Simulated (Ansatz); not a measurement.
Crystal: Sb.

```
Sb
1.0
     4.30840    0.00000    0.00000
    -2.15420    3.73118    0.00000
     0.00000    0.00000   11.27400
Sb
6
Direct
  0.00000 0.00000 0.76651
  0.00000 0.00000 0.23349
  0.66667 0.33333 0.09984
  0.66667 0.33333 0.56682
  0.33333 0.66667 0.43318
  0.33333 0.66667 0.90016
```

- Program: Ansatz 0.2.0
- Task: relaxation of cell and atoms
- Functional: PBE
- Potentials or basis: Ansatz PAW
- Cutoff: 420 eV
- Density cutoff: 1680 eV
- k mesh: 6 × 6 × 2
- Occupations: gaussian, width 0.05 eV
- Spin: no spin polarisation

At the start: pressure 2.9 GPa; volume 30.21 Å³/atom.

Q: How do energy, volume and symmetry change on relaxing?

A: Over 13 steps the energy falls by 15.0 meV/atom and the volume is 32.09 Å³/atom (+6.2 %); space group R-3m (No. 166, to 0.05 Å).

Step by step:
| step | energy change (eV) | largest force (eV/Å) | pressure (GPa) | volume (Å³) |
| --- | --- | --- | --- | --- |
| 1 | 0.0000 | 0.0999 | 2.85 | 181.23 |
| 2 | -0.0125 | 0.0654 | 2.57 | 181.93 |
| 3 | -0.0649 | 0.1712 | 0.50 | 187.81 |
| 4 | -0.0687 | 0.1788 | 0.27 | 188.73 |
| 5 | -0.0793 | 0.1423 | -0.20 | 191.36 |
| 6 | -0.0844 | 0.0673 | -0.25 | 192.51 |
| 7 | -0.0860 | 0.0077 | -0.10 | 192.44 |
| 8 | -0.0863 | 0.0059 | 0.00 | 192.13 |
| 9 | -0.0865 | 0.0110 | 0.07 | 191.91 |
| 10 | -0.0870 | 0.0168 | 0.16 | 191.64 |
| 11 | -0.0879 | 0.0212 | 0.24 | 191.49 |
| 12 | -0.0892 | 0.0188 | 0.25 | 191.78 |
| 13 | -0.0902 | 0.0086 | 0.14 | 192.53 |

Final structure:
```
Sb
1.0
     4.36951    0.00000    0.00000
    -2.18476    3.78411    0.00000
     0.00000    0.00000   11.64405
Sb
6
Direct
  0.00000 0.00000 0.76849
  0.00000 0.00000 0.23151
  0.66667 0.33333 0.10183
  0.66667 0.33333 0.56484
  0.33333 0.66667 0.43516
  0.33333 0.66667 0.89817
```
